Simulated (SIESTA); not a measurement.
A run of SIESTA 5.4.2 is set up as follows.

Contents of run.py:

```python
from ase import Atoms
from ase.calculators.siesta import Siesta
from ase.units import Ry, GPa
from ase.eos import EquationOfState

atoms = Atoms(
    ['Zn', 'S'],
    cell=[
        [0.0, 2.702, 2.702],
        [2.702, 0.0, 2.702],
        [2.702, 2.702, 0.0],
    ],
    scaled_positions=[
        [0.75, 0.75, 0.75],
        [0.0, 0.0, 0.0],
    ],
    pbc=True,
)

fdf = {
    'SCFMustConverge': False,
    'XC.Mix': ['2', 'GGA LIBXC-00-GGA_X_PBE 1.0 0.0', 'GGA LIBXC-00-GGA_C_PBE 0.0 1.0'],
    'OccupationFunction': 'FD',
    'ElectronicTemperature': '0.05 eV',
    'MaxSCFIterations': '120',
    'SCF.Mixer.Method': 'Pulay',
    'SCF.Mixer.Weight': '0.25',
    'SCF.Mixer.History': '8',
    'SCF.DM.Tolerance': '5.0e-05',
    'SCF.H.Tolerance': '1.0e-03 eV',
    'WriteForces': 'true',
    'Charge.Mulliken': 'end',
    'Charge.Hirshfeld': 'end',
    'Charge.Voronoi': 'end',
    'SaveRho': 'true',
    'SaveElectrostaticPotential': 'true',
}
calc = Siesta(
    label="ZnS",
    command="siesta < PREFIX.fdf > PREFIX.out",
    pseudo_path="pseudos",
    pseudo_qualifier="",
    xc=('GGA', 'PBE'),
    basis_set="DZP",
    mesh_cutoff=800 * Ry,
    energy_shift=0.002 * Ry,
    kpts=[9, 9, 9],
    spin="non-polarized",
    fdf_arguments=fdf,
)
atoms.calc = calc

cell0 = atoms.cell.copy()
volumes, energies = [], []
for x in [0.94, 0.96, 0.98, 1.0, 1.02, 1.04, 1.06]:
    atoms.set_cell(cell0 * x ** (1 / 3), scale_atoms=True)
    volumes.append(atoms.get_volume() / len(atoms))
    energies.append(atoms.get_potential_energy(force_consistent=True) / len(atoms))
    print(f"V = {volumes[-1]:.5f} A^3/atom   F = {energies[-1]:.6f} eV/atom", flush=True)
v0, e0, b0 = EquationOfState(volumes, energies, eos="birchmurnaghan").fit()
print(f"v0 = {v0:.4f} A^3/atom, e0 = {e0:.5f} eV/atom, B0 = {b0 / GPa:.1f} GPa")
```

Potentials or basis: PseudoDojo 0.4 standard (PBE files), DZP (energy shift 0.002 Ry).

Launch:

```bash
$ python run.py
```

Task: What does it give for the equilibrium volume?

Result: 20.67 Å³/atom.

Task: Estimate the pressure derivative of the bulk modulus.

Result: 4.8 (rough: it moves with the points fitted).

Task: Predict the bulk modulus.

Result: 66 GPa.

Energy against volume, from the lowest point:
| volume (Å³/atom) | energy (meV/atom) |
| --- | --- |
| 18.543 | 55.10 |
| 18.938 | 34.79 |
| 19.332 | 20.10 |
| 19.727 | 9.65 |
| 20.121 | 2.92 |
| 20.516 | 0.00 |
| 20.910 | 0.50 |

Caveat: semicore shells carry a single zeta, which can move pressures by several GPa and volumes by a few percent; the basis of atomic orbitals isn't converged, which shifts pressures, moduli and gaps.

**Measured values to compare with.**

From “Electronic, vibrational, and thermodynamic properties of ZnS (zincblende and rocksalt structure)”, 2009, arxiv:0911.5022, for a bulk crystal of ZnS: bulk modulus 76.9 GPa.

A measured bulk modulus of ZnS is 76.9 GPa (quoted in “Electronic, vibrational, and thermodynamic properties of ZnS (zincblende and rocksalt structure)”, 2009, arxiv:0911.5022); the calculated 66 GPa misses it by -14.6 %. The fit is for a static lattice scaled at fixed shape and fixed fractional positions.
